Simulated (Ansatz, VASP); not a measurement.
**Ag in VASP and in Ansatz**

```
Ag
1.0
     2.88620    0.00000    0.00000
    -1.44310    2.49952    0.00000
     0.00000    0.00000   10.00000
Ag
4
Direct
  0.33333 0.66667 0.25000
  0.66667 0.33333 0.75000
  0.00000 0.00000 0.00000
  0.00000 0.00000 0.50000
```

This isn't the form of Ag at room conditions, which is fcc.

Alike in both runs: task single point; functional PBE; k mesh 16 × 16 × 4; occupations fermi-dirac, width 0.05 eV; no spin polarisation.

|  | VASP | Ansatz |
| --- | --- | --- |
| version | VASP 6.6.1 | Ansatz 0.2.0 |
| potentials or method | VASP PAW PBE potentials, release 64 (Ag), cutoff 520 eV | all-electron LAPW, scalar-relativistic |

|  | VASP | Ansatz | Ansatz less VASP |
| --- | --- | --- | --- |
| pressure (GPa) | -0.4 | -0.4 | +0.05 |
| largest component of the traceless stress (GPa) | 3.61 | 3.63 | +0.012 |

Ansatz ran all-electron here, so the differences hold the error of VASP's frozen core and of both bases.
